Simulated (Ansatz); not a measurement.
Input of an Ansatz 0.2.0 run:

The input input.yaml:

```yaml
crystal:
  lattice:
    - [1.397149, -2.600516, 0.0]
    - [1.397149, 2.600516, 0.0]
    - [0.0, 0.0, 2.698231]
  atoms:
    - { symbol: Ge, position: [0.5, 0.5, 0.0] }
hamiltonian:
  xc: pbesol
  pseudopotentials: { kind: paw_fr }
magnetization:
  noncollinear: true
  spin_orbit: true
kpoints:
  mp_grid: { grid: [11, 11, 10] }
  band_path:
    path:
      - [[0.0, 0.0, 0.0], [0.3221616403, 0.3221616403, 0.0], [0.0, 0.5, 0.0], [0.0, 0.5, 0.5], [0.3221616403, 0.3221616403, 0.5], [0.0, 0.0, 0.5], [0.0, 0.0, 0.0], [-0.5, 0.5, 0.0], [-0.3221616403, 0.6778383597, 0.0], [-0.3221616403, 0.6778383597, 0.5], [-0.5, 0.5, 0.5], [-0.5, 0.5, 0.0]]
      - [[0.0, 0.0, 0.5], [-0.5, 0.5, 0.5]]
    npoints: 14
scf:
  occupations: { method: fermi_dirac, width: 0.05 }
  n_extra_bands: 6
output:
  forces: true
  stress: true
  eigenvalues: true
  fatbands: true
  write_density: true
  write_potential: true
  elf: true
  volumetric_format: npy
```

Potentials or basis: Ansatz PAW.

Run with:

```console
$ ansatz run input.yaml --threads 2 --pin off --max-ram 5632MiB --backend cpu --events-out ev --progress --plain --runs-dir out
```

**Question.** Estimate the pressure.

**Answer.** -4.1 GPa.

**Question.** Estimate the band gap on the k mesh.

**Answer.** None (metal or under the smearing width).

Levels at the corners of the path, in eV from the Fermi level:
| point | band 12 | band 13 | band 14 | band 15 | band 16 | band 17 |
| --- | --- | --- | --- | --- | --- | --- |
| Γ | -12.83 | 6.64 | 6.64 | 7.18 | 7.18 | 8.69 |
| X | -6.99 | -3.53 | -3.53 | -2.96 | -2.96 | 11.07 |
| S | -7.77 | -5.26 | -5.26 | 3.47 | 3.47 | 7.46 |
| R | -3.61 | -2.21 | -2.21 | -1.55 | -1.55 | 3.64 |
| A | -2.72 | -1.00 | -1.00 | -0.45 | -0.45 | 0.18 |
| Z | -9.06 | -5.66 | -5.66 | 9.95 | 9.95 | 11.51 |
| Γ | -12.83 | 6.64 | 6.64 | 7.18 | 7.18 | 8.69 |
| Y | -8.62 | -5.48 | -5.48 | 5.24 | 5.24 | 9.14 |
| X1 | -6.99 | -3.53 | -3.53 | -2.96 | -2.96 | 11.07 |
| A1 | -2.72 | -1.00 | -1.00 | -0.45 | -0.45 | 0.18 |
| T | -4.58 | -2.39 | -2.39 | -2.17 | -2.17 | 3.25 |
| Y | -8.62 | -5.48 | -5.48 | 5.24 | 5.24 | 9.14 |
| Z | -9.06 | -5.66 | -5.66 | 9.95 | 9.95 | 11.51 |
| T | -4.58 | -2.39 | -2.39 | -2.17 | -2.17 | 3.25 |

Caveat: the PAW data sets come from PBE, with cores solved anew for the run's functional, which leaves a small shift of forces and pressure.
